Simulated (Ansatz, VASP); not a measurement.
**KBr in VASP and in Ansatz**

```xyz
2
Lattice="4.0435 0.0000 0.0000 0.0000 4.0435 0.0000 0.0000 0.0000 4.0435" Properties=species:S:1:pos:R:3 pbc="T T T"
K     0.0000    0.0000    0.0000
Br    2.0217    2.2092    2.0217
```

Change from the starting cell: all Br atoms moved +0.188 Å, as atom 2 along Cartesian [0 1 0].

Alike in both runs: task single point; functional LDA; k mesh 6 × 6 × 6; occupations gaussian, width 0.05 eV; no spin polarisation.

|  | VASP | Ansatz |
| --- | --- | --- |
| version | VASP 6.6.1 | Ansatz 0.2.0 |
| potentials or method | VASP PAW LDA potentials, release 64 (K_sv, Br) | scalar-relativistic, plane waves, PAW |
| plane-wave cutoff (eV) | 520 | 420 |
| valence electrons in the cell | 16 | 16 |

Ansatz gave:

* gap on the k mesh at the Fermi level (eV): 3.48
* least direct gap on the mesh (eV): 3.75
* pressure (GPa): -2.5
* rms of the force components (eV/Å): 0.031

Task: Estimate VASP's values.

Result: gap on the k mesh at the Fermi level (eV): 3.49; least direct gap on the mesh (eV): 3.76; pressure (GPa): -2.5; rms of the force components (eV/Å): 0.033.

Atom by atom the forces differ by 0.002 eV/Å (rms over components).

A k mesh can miss the band edges.
